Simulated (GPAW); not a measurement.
# NiO in GPAW: the effect of functional

Crystal: NiO.

```
Ni O
1.0
     0.00000    2.24063    2.24063
     2.24063    0.00000    2.24063
     2.24063    2.24063    0.00000
Ni O
1 1
Cartesian
  0.0000 0.0000 0.0000
  3.3609 3.3609 3.3609
```

The cell was built by a generator and needn't be a form met in nature.

Alike in all runs:

| Item | Value |
| --- | --- |
| Program | GPAW 26.7.0 |
| Task | band structure |
| Cutoff | 800 eV |
| Basis | pw |
| k mesh | 7 × 7 × 7 |
| Occupations | fermi-dirac, width 0.05 eV |
| Spin | collinear spin, ferromagnetic start |
| Starting moments | [1.0, 0.0] μB |

| functional | potentials or basis | pressure (GPa) | moment (μB) |
| --- | --- | --- | --- |
| LDA | the program's PAW data sets (release 1.2.1) made for this functional | -12.9 | 1.71 |
| PBEsol | PAW data sets generated in the run's folder for this functional | -4.8 | 1.83 |
| RPBE | the program's PAW data sets (release 1.2.1) made for this functional | ? | ? |
| revPBE | the program's PAW data sets (release 1.2.1) made for this functional | 7.7 | 1.93 |
| BLYP | PAW data sets generated in the run's folder for this functional | 6.8 | 1.88 |
| r2SCAN | GPAW PAW data sets (gpaw-data 1.2.1) | -1.3 | 2.00 |

**Question.** What does the run with functional RPBE give?

**Answer.** Pressure 9.4 GPa; moment 1.94 μB.

Caveats: the stock nickel data set gives pressures a few GPa off other programs; a cell with one magnetic atom can't hold antiferromagnetic order, which such compounds often take; the PAW data sets were made with another functional, which shifts forces and pressure a little (some runs).

Runs at the PBE level aren't shown here.
